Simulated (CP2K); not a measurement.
Runs of CP2K 2026.2 on Au. It takes space group Fm-3m (No. 225, cubic). Conventional cell: a = 4.070 Å, b = 4.070 Å, c = 4.070 Å, α = 90.00°, β = 90.00°, γ = 90.00°. Around Au (site symmetry m-3m) lie 12 Au at 2.88 Å. 

```csv
level,cutoff of the non-local correlation (Ry),gap on the mesh (eV),pressure (GPa)
PBEsol,-,none,8.8
WC,-,none,(b)
TPSS,-,none,(a)
LDA,-,none,6.4
AM05,-,none,7.5
optB88-vdW,300,none,19.7
```

Alike in all rows: task atomic charges; potentials or basis POTENTIAL_UZH Au GTH-PBE-q11; TZVP-MOLOPT-PBE-GTH basis; no spin polarisation; cell as given; k mesh 11 × 11 × 11; smearing fermi-dirac 0.05 eV.

Task: Fill in the values left out.

Result: (a) 9.2; (b) 10.6.

Caveats: the potentials were made for another functional, which shifts forces and pressure; the basis of atomic orbitals isn't converged, which shifts pressures, moduli and gaps.

A k mesh can miss the band edges, and the runs leave out spin-orbit coupling on Au.

A gap of «none» marks a metal or a gap under the smearing width.

Runs at the PBE level aren't shown here.
